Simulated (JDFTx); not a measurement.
**CoO under changes of volume**

One of the cells (9.684 Å³/atom); the others are scaled copies at fixed shape and fractional positions:

```xyz
2
Lattice="0.0000 2.1315 2.1315 2.1315 0.0000 2.1315 2.1315 2.1315 0.0000" Properties=species:S:1:pos:R:3 pbc="T T T"
Co    0.0000    0.0000    0.0000
O     2.1315    2.1315    2.1315
```

```yaml
Program: JDFTx 1.7.0 (patched build)
Functional: PBEsol
Potentials_or_basis: PseudoDojo-SR-PBEsol-0.4.1-standard with smoothed tails
Cutoff: 1306 eV
Density_cutoff: 10449 eV
k_mesh: 11 × 11 × 11
Occupations: fermi-dirac, width 0.05 eV
Spin: collinear spin, ferromagnetic start
Starting_moments: "[2.0, 0.0] μB"
```

```csv
volume (Å³/atom),energy over the lowest point (meV/atom),pressure (GPa),moment (μB per cell)
9.103,0.00,-0.6,2.87
9.297,3.03,-4.4,2.92
9.490,10.32,-7.8,2.96
9.684,21.71,-11.1,2.98
9.878,?,?,?
10.071,55.86,-16.8,3.00
10.265,77.87,-19.3,3.00
```

**Question.** What does the run at 9.878 Å³/atom give?

**Answer.** Energy over the lowest point 37.01 meV/atom; pressure -14.1 GPa; moment 2.99 μB per cell.

Worked out: A Birch-Murnaghan fit of order 3 (a polynomial in V^(-2/3)) to the other rows has its minimum at 9.08 Å³/atom, just outside them, with B0 = V·E''(V) = 185 GPa (rough, since the energies scatter). It gives 37.07 meV/atom at 9.878 Å³/atom, against the run's 37.01, and -dE/dV = -14.1 GPa, against -14.1. A parabola through the other rows of the moment, of slope 0.0538 μB per Å³/atom there, gives 3.00 μB, against the run's 2.99.

Energies are extrapolated to zero smearing.

Caveats: a cell with one magnetic atom can't hold antiferromagnetic order, which such compounds often take.
